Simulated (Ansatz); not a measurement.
MnSb:

```
CELL_PARAMETERS angstrom
4.15000 0.00000 0.00000
-2.07500 3.59401 0.00000
0.00000 0.00000 5.78000
ATOMIC_POSITIONS crystal
Sb 0.66667 0.33333 0.75000
Sb 0.33333 0.66667 0.25000
Mn 0.00000 0.00000 0.50000
Mn 0.00000 0.00000 0.00000
```

Alike in all runs: program Ansatz 0.2.0; functional PBEsol; potentials or basis Ansatz PAW; cutoff 420 eV (not typed: the program's choice for these potentials); k mesh 6 × 6 × 4; occupations fermi-dirac, width 0.05 eV.

Only the start or the spin constraint differs. Which run ends lowest in energy?
A. collinear spin, program default start; fixed moment 0
B. collinear spin, ferromagnetic start of up to 2 μB; fixed moment 4
C. collinear spin, ferromagnetic start of up to 1 μB; fixed moment 2
D. collinear spin, ferromagnetic start of up to 3 μB; fixed moment 6
E. collinear spin, ferromagnetic start of up to 5 μB; fixed moment 10
F. collinear spin, ferromagnetic start of up to 4 μB; fixed moment 8

D.

| start | free energy over the lowest (meV/atom) | net moment (μB) | site or absolute moments (μB) | gap |
| --- | --- | --- | --- | --- |
| collinear spin, ferromagnetic start of up to 6 μB; fixed moment 12 | 1332.2 | 12.00 | Sb +0.53; Mn +4.53 | - |
| collinear spin, ferromagnetic start of up to 4 μB; fixed moment 8 | 67.9 | 8.00 | Sb -0.02; Mn +3.81 | - |
| collinear spin, ferromagnetic start of up to 2 μB; fixed moment 4 | 168.3 | 4.00 | Sb -0.17; Mn +2.26 | - |
| collinear spin, program default start; fixed moment 0 | 461.5 | 0.00 | - | - |
| collinear spin, ferromagnetic start of up to 8 μB; fixed moment 16 | 4028.4 | 16.00 | Sb +1.00; Mn +5.10 | - |
| collinear spin, ferromagnetic start of up to 5 μB; fixed moment 10 | 544.5 | 10.00 | Sb +0.23; Mn +4.22 | - |
| collinear spin, ferromagnetic start of up to 3 μB; fixed moment 6 | 0.0 | 6.00 | Sb -0.15; Mn +3.16 | - |
| collinear spin, ferromagnetic start of up to 1 μB; fixed moment 2 | 364.3 | 2.00 | Sb -0.10; Mn +1.18 | - |

All polarised runs hold their moment fixed, so the table maps the energy against it. A still lower state may exist.

Caveats: the total moment is fixed, so each spin has its own Fermi level.
